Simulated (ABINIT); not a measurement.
# ZnS (F-43m) in ABINIT: notebook

The runs below take ZnS through equation of state, with PBE+D3, PBE+D3(BJ), PBE+D2.

All numbers are computed with ABINIT 10.8.3 (patched build); they aren't measurements. Logs are shortened: lines on timing, memory, paths and dates and some standing lists are left out, and cuts for length are marked. The log counts tension as positive stress, the text compression.

**Measured values to compare with.**

From “Electronic, vibrational, and thermodynamic properties of ZnS (zincblende and rocksalt structure)”, 2009, arxiv:0911.5022, for a bulk crystal of ZnS: bulk modulus 76.9 GPa.

The results are compared with them further down.

### Step 1. The crystal as given

Symmetry: F-43m, No. 216, cubic system. Conventional cell: a = 5.404 Å, b = 5.404 Å, c = 5.404 Å, α = 90.00°, β = 90.00°, γ = 90.00°. Zn (site symmetry -43m) is surrounded by 4 S at 2.34 Å. S (site symmetry -43m) has 4 Zn at 2.34 Å as nearest neighbours.

### Step 2. Equation of state, PBE+D3

The input, run.abi:

```
ndtset 7
getwfk -1
scalecart1 3*0.9795861087
scalecart2 3*0.9864848297
scalecart3 3*0.9932883884
scalecart4 3*1.0000000000
scalecart5 3*1.0066227096
scalecart6 3*1.0131594038
scalecart7 3*1.0196128224

pp_dirpath "./"
pseudos "Zn.GGA_PBE-JTH.xml, S.GGA_PBE-JTH.xml"

acell 3.8212050455 3.8212050455 3.8212050455 Angstrom
rprim
     0.0000000000     0.7071067812     0.7071067812
     0.7071067812     0.0000000000     0.7071067812
     0.7071067812     0.7071067812     0.0000000000
ntypat 2
znucl 30 16
natom 2
typat 1 2
xred
     0.7500000000     0.7500000000     0.7500000000
     0.0000000000     0.0000000000     0.0000000000

ecut 22.0
pawecutdg 44.0
pawxcdev 0

kptopt 1
ngkpt 9 9 9
nshiftk 1
shiftk 0.0 0.0 0.0

ixc 11
vdw_xc 6

nband 13
occopt 3
tsmear 0.05 eV

nstep 100
tolvrs 1.0e-9

iomode 3
prtwf 1
prtden 0
prteig 0
prtebands 0
enunit 1
```

Potentials or basis: JTH PAW PBE v2.0.

Run with:

```bash
abinit run.abi > log 2>&1
```

run.abo:

```text
.Version 10.8.3 of ABINIT
 DATASET    1 : space group F-4 3 m (#216); Bravais cF (face-center cubic)
================================================================================
 Values of the parameters that define the memory need for DATASET  1.
     intxc =       0    ionmov =       0      iscf =      17    lmnmax =      18
     lnmax =       6     mgfft =      30  mpssoang =       3    mqgrid =    3001
     natom =       2  nloc_mem =       2    nspden =       1   nspinor =       1
    nsppol =       1      nsym =      24    n1xccc =       1    ntypat =       2
    occopt =       3   xclevel =       2
       mpw =        1258          nfft =       27000          nkpt =          35
 PAW method is used; the additional fine FFT grid is defined by:
   mgfftf=        45    nfftf =     91125
================================================================================
================================================================================
[... 71 lines left out ...]
 DATASET    7 : space group F-4 3 m (#216); Bravais cF (face-center cubic)
================================================================================
 Values of the parameters that define the memory need for DATASET  7.
     intxc =       0    ionmov =       0      iscf =      17    lmnmax =      18
     lnmax =       6     mgfft =      32  mpssoang =       3    mqgrid =    3001
     natom =       2  nloc_mem =       2    nspden =       1   nspinor =       1
    nsppol =       1      nsym =      24    n1xccc =       1    ntypat =       2
    occopt =       3   xclevel =       2
       mpw =        1403          nfft =       32768          nkpt =          35
 PAW method is used; the additional fine FFT grid is defined by:
   mgfftf=        45    nfftf =     91125
================================================================================
================================================================================

--------------------------------------------------------------------------------
------------- Echo of variables that govern the present computation ------------
--------------------------------------------------------------------------------
 -outvars: echo values of preprocessed input variables --------
            acell      7.2210310069E+00  7.2210310069E+00  7.2210310069E+00 Bohr
              amu      6.53900000E+01  3.20660000E+01
             ecut      2.20000000E+01 Hartree
           enunit           1
           getwfk          -1
              ixc          11
           jdtset        1    2    3    4    5    6    7
         kptrlatt        9    0    0      0    9    0      0    0    9
          kptrlen1     6.36625950E+01
          kptrlen2     6.41109379E+01
          kptrlen3     6.45530963E+01
          kptrlen4     6.49892791E+01
          kptrlen5     6.54196842E+01
          kptrlen6     6.58444992E+01
          kptrlen7     6.62639023E+01
            natom           2
            nband          13
           ndtset           7
[... 122 lines left out ...]
 getcut: wavevector=  0.0000  0.0000  0.0000  ngfft=  45  45  45
         ecut(hartree)=     44.000   => boxcut(ratio)=   2.08314

--- Pseudopotential description ------------------------------------------------
- pspini: atom type   1  psp file is ./Zn.GGA_PBE-JTH.xml
 Pseudopotential format is: paw10
 basis_size (lnmax)=  6 (lmn_size= 18), orbitals=   0   0   1   1   2   2
 Spheres core radius: rc_sph= 2.30769763
 Shapefunction is SIN type: shapef(r)=[sin(pi*r/rshp)/(pi*r/rshp)]**2
 Radius for shape functions =  1.80965103
 Compensation charge density is not taken into account in XC energy/potential

- pspini: atom type   2  psp file is ./S.GGA_PBE-JTH.xml
 Pseudopotential format is: paw10
 basis_size (lnmax)=  4 (lmn_size=  8), orbitals=   0   0   1   1
 Spheres core radius: rc_sph= 1.90380259
 Shapefunction is SIN type: shapef(r)=[sin(pi*r/rshp)/(pi*r/rshp)]**2
 Radius for shape functions =  1.40128485
 Compensation charge density is not taken into account in XC energy/potential

   2.06649828E+02                                ecore*ucvol(ha*bohr**3)
--------------------------------------------------------------------------------

================================================================================

--- !BeginCycle
iteration_state: {dtset: 1, }
solver: {iscf: 17, nstep: 100, nline: 4, wfoptalg: 10, }
tolerances: {tolvrs: 1.00E-09, }
...
[... 1359 lines left out ...]
-Cartesian components of stress tensor (GPa)         [Pressure= -4.9933E+00 GPa]
- sigma(1 1)=  4.99333562E+00  sigma(3 2)=  0.00000000E+00
- sigma(2 2)=  4.99333562E+00  sigma(3 1)=  0.00000000E+00
- sigma(3 3)=  4.99333562E+00  sigma(2 1)=  0.00000000E+00

== END DATASET(S) ==============================================================
================================================================================

 -outvars: echo values of variables after computation  --------
            acell      7.2210310069E+00  7.2210310069E+00  7.2210310069E+00 Bohr
           etotal1    -7.4714278210E+01
           etotal2    -7.4714874520E+01
           etotal3    -7.4715132407E+01
           etotal4    -7.4715085454E+01
           etotal5    -7.4714767470E+01
           etotal6    -7.4714207177E+01
           etotal7    -7.4713431047E+01
            fcart1    -0.0000000000E+00 -0.0000000000E+00 -0.0000000000E+00
                      -0.0000000000E+00 -0.0000000000E+00 -0.0000000000E+00
            fcart2    -0.0000000000E+00 -0.0000000000E+00 -0.0000000000E+00
                      -0.0000000000E+00 -0.0000000000E+00 -0.0000000000E+00
            fcart3    -1.6590886283E-30  4.6048959876E-47  1.6590886283E-30
                       1.6590886283E-30 -4.6048959876E-47 -1.6590886283E-30
            fcart4    -0.0000000000E+00 -0.0000000000E+00 -0.0000000000E+00
                      -0.0000000000E+00 -0.0000000000E+00 -0.0000000000E+00
            fcart5    -1.6371113567E-30  4.9113340702E-30 -1.6371113567E-30
                       1.6371113567E-30 -4.9113340702E-30  1.6371113567E-30
[... 38 lines left out ...]
                       0.0000000000E+00  0.0000000000E+00  0.0000000000E+00
           xangst1     3.9702624986E+00  3.9702624986E+00  3.9702624986E+00
                       0.0000000000E+00  0.0000000000E+00  0.0000000000E+00
           xangst2     3.9982230148E+00  3.9982230148E+00  3.9982230148E+00
                       0.0000000000E+00  0.0000000000E+00  0.0000000000E+00
           xangst3     4.0257978382E+00  4.0257978382E+00  4.0257978382E+00
                       0.0000000000E+00  0.0000000000E+00  0.0000000000E+00
           xangst4     4.0530000000E+00  4.0530000000E+00  4.0530000000E+00
                       0.0000000000E+00  0.0000000000E+00  0.0000000000E+00
           xangst5     4.0798418421E+00  4.0798418421E+00  4.0798418421E+00
                       0.0000000000E+00  0.0000000000E+00  0.0000000000E+00
           xangst6     4.1063350636E+00  4.1063350636E+00  4.1063350636E+00
                       0.0000000000E+00  0.0000000000E+00  0.0000000000E+00
           xangst7     4.1324907692E+00  4.1324907692E+00  4.1324907692E+00
                       0.0000000000E+00  0.0000000000E+00  0.0000000000E+00
             xred      7.5000000000E-01  7.5000000000E-01  7.5000000000E-01
                       0.0000000000E+00  0.0000000000E+00  0.0000000000E+00
 Calculation completed.
```

It took 5.1 min on 1 thread of Arm Neoverse V1, shared host; peak memory 0.15 GiB.

Results:

| Item | Value |
| --- | --- |
| Equilibrium volume | 19.46 Å³/atom |
| Bulk modulus | 80 GPa |
| Pressure derivative of the bulk modulus | 4.6 |

Energy against volume, from the lowest point:
| volume (Å³/atom) | energy (meV/atom) |
| --- | --- |
| 18.543 | 11.62 |
| 18.938 | 3.51 |
| 19.332 | 0.00 |
| 19.727 | 0.64 |
| 20.121 | 4.97 |
| 20.516 | 12.59 |
| 20.910 | 23.15 |

Caveat: pressures at fixed basis lie under the slope of the energies.

### Step 3. Equation of state, PBE+D3(BJ)

run.abi: that of step 2 with these lines changed.

```diff
@@ -36,3 +36,3 @@
 ixc 11
-vdw_xc 6
+vdw_xc 7
```

Potentials or basis: JTH PAW PBE v2.0.

Run with:

```bash
abinit run.abi > log 2>&1
```

run.abo:

```text
.Version 10.8.3 of ABINIT
 DATASET    1 : space group F-4 3 m (#216); Bravais cF (face-center cubic)
================================================================================
 Values of the parameters that define the memory need for DATASET  1.
     intxc =       0    ionmov =       0      iscf =      17    lmnmax =      18
     lnmax =       6     mgfft =      30  mpssoang =       3    mqgrid =    3001
     natom =       2  nloc_mem =       2    nspden =       1   nspinor =       1
    nsppol =       1      nsym =      24    n1xccc =       1    ntypat =       2
    occopt =       3   xclevel =       2
       mpw =        1258          nfft =       27000          nkpt =          35
 PAW method is used; the additional fine FFT grid is defined by:
   mgfftf=        45    nfftf =     91125
================================================================================
================================================================================
[... 71 lines left out ...]
 DATASET    7 : space group F-4 3 m (#216); Bravais cF (face-center cubic)
================================================================================
 Values of the parameters that define the memory need for DATASET  7.
     intxc =       0    ionmov =       0      iscf =      17    lmnmax =      18
     lnmax =       6     mgfft =      32  mpssoang =       3    mqgrid =    3001
     natom =       2  nloc_mem =       2    nspden =       1   nspinor =       1
    nsppol =       1      nsym =      24    n1xccc =       1    ntypat =       2
    occopt =       3   xclevel =       2
       mpw =        1403          nfft =       32768          nkpt =          35
 PAW method is used; the additional fine FFT grid is defined by:
   mgfftf=        45    nfftf =     91125
================================================================================
================================================================================

--------------------------------------------------------------------------------
------------- Echo of variables that govern the present computation ------------
--------------------------------------------------------------------------------
 -outvars: echo values of preprocessed input variables --------
            acell      7.2210310069E+00  7.2210310069E+00  7.2210310069E+00 Bohr
              amu      6.53900000E+01  3.20660000E+01
             ecut      2.20000000E+01 Hartree
[... 156 lines left out ...]

   2.06649828E+02                                ecore*ucvol(ha*bohr**3)
--------------------------------------------------------------------------------

================================================================================

--- !BeginCycle
iteration_state: {dtset: 1, }
solver: {iscf: 17, nstep: 100, nline: 4, wfoptalg: 10, }
tolerances: {tolvrs: 1.00E-09, }
...
[... 1359 lines left out ...]
-Cartesian components of stress tensor (GPa)         [Pressure= -5.0330E+00 GPa]
- sigma(1 1)=  5.03304513E+00  sigma(3 2)=  0.00000000E+00
- sigma(2 2)=  5.03304513E+00  sigma(3 1)=  0.00000000E+00
- sigma(3 3)=  5.03304513E+00  sigma(2 1)=  0.00000000E+00

== END DATASET(S) ==============================================================
================================================================================

 -outvars: echo values of variables after computation  --------
            acell      7.2210310069E+00  7.2210310069E+00  7.2210310069E+00 Bohr
           etotal1    -7.4717390707E+01
           etotal2    -7.4717918577E+01
           etotal3    -7.4718123656E+01
           etotal4    -7.4718037456E+01
           etotal5    -7.4717691741E+01
           etotal6    -7.4717113270E+01
           etotal7    -7.4716326674E+01
            fcart1    -1.0093774025E-29  6.7291826832E-30 -3.3645913416E-30
                       1.0093774025E-29 -6.7291826832E-30  3.3645913416E-30
            fcart2    -0.0000000000E+00 -0.0000000000E+00 -0.0000000000E+00
                      -0.0000000000E+00 -0.0000000000E+00 -0.0000000000E+00
            fcart3    -6.6363545133E-30  1.6590886283E-30  3.3181772566E-30
                       6.6363545133E-30 -1.6590886283E-30 -3.3181772566E-30
            fcart4     3.2959069397E-30  3.2959069397E-30 -9.8877208190E-30
                      -3.2959069397E-30 -3.2959069397E-30  9.8877208190E-30
            fcart5    -0.0000000000E+00 -0.0000000000E+00 -0.0000000000E+00
                      -0.0000000000E+00 -0.0000000000E+00 -0.0000000000E+00
[... 38 lines left out ...]
                       0.0000000000E+00  0.0000000000E+00  0.0000000000E+00
           xangst1     3.9702624986E+00  3.9702624986E+00  3.9702624986E+00
                       0.0000000000E+00  0.0000000000E+00  0.0000000000E+00
           xangst2     3.9982230148E+00  3.9982230148E+00  3.9982230148E+00
                       0.0000000000E+00  0.0000000000E+00  0.0000000000E+00
           xangst3     4.0257978382E+00  4.0257978382E+00  4.0257978382E+00
                       0.0000000000E+00  0.0000000000E+00  0.0000000000E+00
           xangst4     4.0530000000E+00  4.0530000000E+00  4.0530000000E+00
                       0.0000000000E+00  0.0000000000E+00  0.0000000000E+00
           xangst5     4.0798418421E+00  4.0798418421E+00  4.0798418421E+00
                       0.0000000000E+00  0.0000000000E+00  0.0000000000E+00
           xangst6     4.1063350636E+00  4.1063350636E+00  4.1063350636E+00
                       0.0000000000E+00  0.0000000000E+00  0.0000000000E+00
           xangst7     4.1324907692E+00  4.1324907692E+00  4.1324907692E+00
                       0.0000000000E+00  0.0000000000E+00  0.0000000000E+00
             xred      7.5000000000E-01  7.5000000000E-01  7.5000000000E-01
                       0.0000000000E+00  0.0000000000E+00  0.0000000000E+00
 Calculation completed.
```

Run time: 5.2 min. Hardware: 1 thread of Arm Neoverse V1, shared host; peak memory 0.15 GiB.

What came out:

```yaml
Equilibrium_volume: 19.41 Å³/atom
Bulk_modulus: 77 GPa
Pressure_derivative_of_the_bulk_modulus: 4.4
```

Energy against volume, from the lowest point:
| volume (Å³/atom) | energy (meV/atom) |
| --- | --- |
| 18.543 | 9.97 |
| 18.938 | 2.79 |
| 19.332 | 0.00 |
| 19.727 | 1.17 |
| 20.121 | 5.88 |
| 20.516 | 13.75 |
| 20.910 | 24.45 |

Caveat: pressures at fixed basis lie under the slope of the energies.

[end of part 1 of 2]
